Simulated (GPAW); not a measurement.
Here is a GPAW 26.7.0 calculation.

The input run.py:

```python
from ase import Atoms
from ase.dft.bandgap import bandgap
from ase.io import write
from ase.units import GPa
from gpaw import GPAW, PW

atoms = Atoms(['Sn', 'Sn', 'O', 'O', 'O', 'O'],
              cell=[[4.738, 0.0, 0.0],
                    [0.0, 4.738, 0.0],
                    [0.0, 0.0, 3.1865]],
              scaled_positions=[[0.5, 0.5, 0.5],
                                [0.0, 0.0, 0.0],
                                [0.8071, 0.1929, 0.5],
                                [0.6929, 0.6929, 0.0],
                                [0.1929, 0.8071, 0.5],
                                [0.3071, 0.3071, 0.0]],
              pbc=True)

calc = GPAW(mode=PW(800),
            xc='PBE',
            kpts={'size': (6, 6, 8), 'gamma': True},
            occupations={'name': 'fermi-dirac', 'width': 0.05},
            nbands=43,
            convergence={'density': 1e-05, 'energy': 1e-05},
            maxiter=150,
            txt='gpaw.txt')
atoms.calc = calc
energy = atoms.get_potential_energy()
forces = atoms.get_forces()
stress = atoms.get_stress()
calc.write('gs.gpw')
write('result.traj', atoms)
print(f'Energy: {energy:.6f} eV')
print('Forces (eV/A):')
print(forces.round(4))
print('Stress (GPa):', (stress / GPa).round(3))
print('Fermi level:', round(calc.get_fermi_level(), 4), 'eV')
print(f'Gap: {bandgap(calc)[0]:.4f} eV, direct: {bandgap(calc, direct=True)[0]:.4f} eV')
```

Potentials or basis: GPAW PAW data sets (gpaw-data 1.2.1), pw.

Launch:

```bash
$ OMP_NUM_THREADS=1 python run.py
```

Task: Estimate the largest force.

Result: 0.254 eV/Å.

Task: Predict the pressure.

Result: 9.6 GPa.

Task: What does it give for the band gap on the k mesh?

Result: 1.31 eV, direct.

Stress tensor (GPa, compression positive):
```
 8.80  0.00  0.00
 0.00  8.80  0.00
 0.00  0.00 11.22
```

Caveat: spin-orbit coupling is left out, which moves the levels of the heavy elements. Expect the measured gap to be larger: semilocal functionals such as PBE lack the derivative discontinuity.
